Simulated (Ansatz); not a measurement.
## Al3GaN4: moving Ga off its site

Al3GaN4, P-43m, a = 4.401 Å. The structure is a Materials Project entry; whether it is the stable form wasn't checked. Ansatz: r2SCAN, PAW, 500 eV, Γ-centred 6×6×6 mesh on 8 atoms, Gaussian smearing 0.05 eV; no spin polarisation.

```
Al Ga N
1.0
     4.40124    0.00000    0.00000
     0.00000    4.40124    0.00000
     0.00000    0.00000    4.40124
Al Ga N
3 1 4
Direct
  0.50000 0.50000 0.00000
  0.50000 0.00000 0.50000
  0.00000 0.50000 0.50000
  0.00000 0.00000 0.00000
  0.74446 0.74446 0.25554
  0.74446 0.25554 0.74446
  0.25554 0.74446 0.74446
  0.25554 0.25554 0.25554
```

Atom 4 (Ga) moves by x along the unit vector (0.577, 0.577, 0.577), with its periodic images; all else is held. y is the free energy of the cell over the start, F the force along the path summed over the moved atoms.

```
  x (Å) y (meV) F (eV/Å)
-0.1000        ?         ?
-0.0750     49.2      1.26
-0.0500     22.4      0.87
-0.0250      5.8      0.45
 0.0000      0.0      0.00
 0.0250      6.1     -0.49
 0.0500     24.9     -1.03
 0.0750     57.7     -1.60
 0.0875     79.7     -1.91
 0.1000    105.6     -2.23
```

Problem. Fit y = c2 x² + c3 x³ + c4 x⁴ to the energies of the other rows, give the force constant, and predict energy and force of the missing row.

Solution. Least squares on the rows shown. y = 9439 x² + 10080 x³ + 11380 x⁴. The force constant is 2 c2 = 18.9 eV/Å² (for all images moving together, not for a lone atom). The force −dy/dx at the missing row is 1.63 eV/Å (computed 1.62). At x = -0.1000 the fit asked for gives 85.4 meV. The run gave 85.3 meV, so the fit is 0.1 meV too high, a small miss on the scale of the series.